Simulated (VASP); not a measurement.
Crystal: ZrN.

```
CELL_PARAMETERS angstrom
0.00000 2.30000 2.30000
2.30000 0.00000 2.30000
2.30000 2.30000 0.00000
ATOMIC_POSITIONS crystal
Zr 0.50000 0.50000 0.50000
N 0.00000 0.00000 0.00000
```

| Item | Value |
| --- | --- |
| Program | VASP 6.6.1 |
| Task | relaxation of cell and atoms |
| Functional | PBEsol |
| Potentials or basis | VASP PAW PBE potentials, release 64 (Zr_sv, N) |
| Cutoff | 520 eV |
| k mesh | 12 × 12 × 12 |
| Occupations | gaussian, width 0.02 eV |
| Spin | no spin polarisation |

At the start: pressure -7.6 GPa; volume 12.17 Å³/atom.

Problem. How do energy, volume and symmetry change on relaxing?

Solution. Over 4 steps the energy falls by 8.8 meV/atom and the volume is 11.80 Å³/atom (-3.0 %); space group Fm-3m (No. 225, to 0.05 Å).

The path:
| step | energy change (eV) | largest force (eV/Å) | pressure (GPa) | volume (Å³) |
| --- | --- | --- | --- | --- |
| 1 | 0.0000 | 0.0000 | -7.61 | 24.33 |
| 2 | 0.0437 | 0.0000 | 16.48 | 22.36 |
| 3 | -0.0177 | 0.0000 | -0.13 | 23.62 |
| 4 | -0.0177 | 0.0000 | 0.03 | 23.61 |

Final structure:
```xyz
2
Lattice="0.0000 2.2769 2.2769 2.2769 0.0000 2.2769 2.2769 2.2769 0.0000" Properties=species:S:1:pos:R:3 pbc="T T T"
Zr    2.2769    2.2769    2.2769
N     2.2769    4.5537    2.2769
```

Caveat: the PAW data sets were made with another functional, which shifts forces and pressure a little.
